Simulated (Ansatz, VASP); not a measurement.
**Pt in VASP and in Ansatz**

Contents of INCAR:

```
  ALGO = Normal
  EDIFF = 1E-7
  ENCUT = 520
  ISIF = 2
  ISMEAR = -1
  LASPH = True
  LCHARG = False
  LREAL = False
  LWAVE = False
  NBANDS = 22
  NELM = 100
  PREC = Accurate
  SIGMA = 0.1
```

The input KPOINTS:

```
k-points
0
Gamma
  9 9 13
```

The input POSCAR:

```
Pt
1.0
    4.4458448396      0.0000000000      0.0000000000
   -2.2229224198      3.8502145723      0.0000000000
    0.0000000000      0.0000000000      2.6487895863
Pt
3
Direct
    1.0000000000      1.0000000000      1.0000000000
    0.3333333333      0.6666666667      0.5000000000
    0.6666666667      0.3333333333      0.5000000000
```

Input for Ansatz:

```yaml
crystal:
  lattice:
    - [4.4458448396, 0.0, 0.0]
    - [-2.2229224198, 3.8502145723, 0.0]
    - [0.0, 0.0, 2.6487895863]
  atoms:
    - { symbol: Pt, position: [1.0, 1.0, 1.0] }
    - { symbol: Pt, position: [0.3333333333, 0.6666666667, 0.5] }
    - { symbol: Pt, position: [0.6666666667, 0.3333333333, 0.5] }
hamiltonian:
  xc: lda
  pseudopotentials:
    kind: paw
    azcp:
      Pt: "pseudopotentials/Pt.paw.azcp"
basis:
  ecutwfc: 420
  fft_grid_basis: typed
kpoints:
  mp_grid: { grid: [9, 9, 13], shift: [0, 0, 0] }
magnetization:
  spin_polarized: false
scf:
  occupations: { method: fermi_dirac, width: 0.1 }
  lower_state_search: "off"
output:
  stress: true
```

Alike in both runs: task single point; functional LDA; k mesh 9 × 9 × 13; occupations fermi-dirac, width 0.1 eV; no spin polarisation.

|  | VASP | Ansatz |
| --- | --- | --- |
| version | VASP 6.6.1 | Ansatz 0.2.0 |
| potentials or method | VASP PAW LDA potentials, release 64 (Pt) | plane waves (420 eV) with PAW, scalar-relativistic |
| plane-wave cutoff (eV) | 520 | 420 |
| valence electrons in the cell | 30 | 54 |

```csv
,VASP,Ansatz,Ansatz less VASP
pressure (GPa),0.7,0.1,-0.66
largest component of the traceless stress (GPa),0.82,0.81,-0.008
```

The two sets of potentials don't hold the same shells in valence. Ansatz warned: «pseudo_functional_mismatch».

Spin-orbit coupling is left out, which matters for the levels of Pt.
